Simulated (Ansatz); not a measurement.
**One structure, 3 elements: LiF, LiCl, LiBr**

Plane-wave DFT in Ansatz with scalar-relativistic PAW potentials, cutoff 420 eV, Γ-centred meshes chosen by cell and gap, Gaussian smearing with energies taken to zero width. Every cell was relaxed (cell and atoms) in a run of its own, within the symmetry of its start. Functional: PBE.

All members share space group Fm-3m and the same sites; only the element on one set of sites changes (F, Cl, Br). Members needn't be the stable form of their composition. Energies over the elements, where given, are against the elements' standard states in the same functional (H₂, N₂, O₂ and halogens uncorrected, Hg as a solid). The first member:

Space group Fm-3m (No. 225). a = 4.068 Å, b = 4.068 Å, c = 4.068 Å, α = 90.00°, β = 90.00°, γ = 90.00°
| atom | site | symmetry | x | y | z |
| --- | --- | --- | --- | --- | --- |
| Li | 4a | m-3m | 0.0000 | 0.0000 | 0.0000 |
| F | 4b | m-3m | 0.5000 | 0.0000 | 0.0000 |

| compound | V (Å³/atom) | a (Å) | gap on mesh (eV) | energy over elements (eV/atom) |
| --- | --- | --- | --- | --- |
| LiF | 8.42 | 4.068 | 8.83 | -2.945 |
| LiBr | 20.90 | 5.509 | 4.92 | -1.546 |

Q: Predict the member with Cl.

A: V (Å³/atom) 17.06, a (Å) 5.149, gap on mesh (eV) 6.26, energy over elements (eV/atom) -1.852. Interpolating linearly in period between F and Br would give 14.66 Å³/atom (14.1 % too small) and a gap of 6.87 eV, with -2.246 eV/atom over the elements. Over the whole series the volume grows at each step down the group; the gap narrows; binding against the elements weakens. The p levels of the anion rise down the group and lift the valence band, the usual cause of such narrowing. Less electronegative, larger anions gain less from charge transfer and lattice energy, in line with the weaker binding.